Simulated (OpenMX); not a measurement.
RbBr:

```
Rb Br
1.0
     0.00000    3.42700    3.42700
     3.42700    0.00000    3.42700
     3.42700    3.42700    0.00000
Rb Br
1 1
Direct
  0.00000 0.00000 0.00000
  0.50000 0.50000 0.50000
```

Base run:

| Quantity | Value |
| --- | --- |
| Program | OpenMX 3.8.5 |
| Functional | PBE |
| Potentials or basis | OpenMX 2013 PBE set, Rb11.0-s3p2d2f1, Br7.0-s3p2d2f1, grid cutoff 300 Ry |
| k mesh | 7 × 7 × 7 |
| Occupations | fermi-dirac, width 0.05 eV |
| Spin | no spin polarisation |

Its results: band gap on the k mesh 4.38 eV, direct; pressure 1.1 GPa.

The run is repeated on the same cell with these changes: functional from PBE to LDA; potentials or basis from OpenMX 2013 PBE set, Rb11.0-s3p2d2f1, Br7.0-s3p2d2f1, grid cutoff 300 Ry to OpenMX 2013 LDA set, Rb11.0-s3p2d2, Br7.0-s3p2d2, grid cutoff 300 Ry. What comes out?

Band gap on the k mesh 3.90 eV, direct; pressure -1.2 GPa.

Caveats: the basis of atomic orbitals isn't converged, which shifts pressures, moduli and gaps.
